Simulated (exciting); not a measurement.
W: single point with PBEsol

W:

```xyz
1
Lattice="0.0000 2.0300 2.0300 2.0300 0.0000 2.0300 2.0300 2.0300 0.0000" Properties=species:S:1:pos:R:3 pbc="T T T"
W     0.0000    0.0000    0.0000
```

This isn't the form of W at room conditions, which is bcc.

* Program: exciting (release sodium)
* Task: single point
* Functional: PBEsol
* Potentials or basis: all-electron LAPW+lo, shipped species files, valence relativity iora*
* rgkmax: 9
* k mesh: 11 × 11 × 11
* Occupations: fermi-dirac, width 0.05 eV
* Spin: no spin polarisation

```
Band gap on the k mesh                            : none (metal or under the smearing width)
All electrons inside the program's atomic spheres : W 71.23 (radii W 2.3 bohr)
```

Levels at points of the mesh, in eV from the Fermi level:
```
           k point  band 12  band 13  band 14  band 15  band 16  band 17
(0.00, 0.00, 0.00)    -8.89    -0.54    -0.54    -0.54     2.49     2.49
```

Wall time 20 s on 1 thread of AMD EPYC 7R13 Processor (Zen 3), with other jobs on the host, peak memory 0.1 GiB.

Caveat: the log's total energy holds no entropy term; the free energy is that total less TS from the occupations. The run has no spin-orbit coupling, so splittings on W are missing.
